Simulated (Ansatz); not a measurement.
Tl under changes of volume

One of the cells (30.005 Å³/atom); the others are scaled copies at fixed shape and fractional positions:

```
Tl
1.0
     0.00000    2.46634    2.46634
     2.46634    0.00000    2.46634
     2.46634    2.46634    0.00000
Tl
1
Direct
  0.00000 0.00000 0.00000
```

This isn't the form of Tl at room conditions, which is hcp.

```yaml
Program: Ansatz 0.2.0
Functional: PBE
Potentials_or_basis: all-electron LAPW, scalar-relativistic
Cutoff: 170 eV (chosen from the basis error)
Basis_error_allowed: 0.0005 eV/atom
k_mesh: 9 × 9 × 9
Occupations: fermi-dirac, width 0.05 eV
Spin: no spin polarisation
```

| volume (Å³/atom) | energy over the lowest point (meV/atom) | pressure (GPa) |
| --- | --- | --- |
| 28.204 | 31.43 | 3.7 |
| 28.805 | 19.36 | 2.7 |
| 29.405 | ? | ? |
| 30.005 | 4.59 | 1.2 |
| 30.605 | 1.17 | 0.6 |
| 31.205 | 0.00 | 0.0 |
| 31.805 | 0.82 | -0.5 |

**Question.** What does the run at 29.405 Å³/atom give?

**Answer.** Energy over the lowest point 10.54 meV/atom; pressure 1.9 GPa.

Worked out: A Birch-Murnaghan fit of order 3 (a polynomial in V^(-2/3)) to the other rows has its minimum at 31.25 Å³/atom with B0 = V·E''(V) = 27 GPa and B' = 5.3. It gives 10.54 meV/atom at 29.405 Å³/atom, against the run's 10.54, and -dE/dV = 2.0 GPa, against 1.9.

Energies are extrapolated to zero smearing.
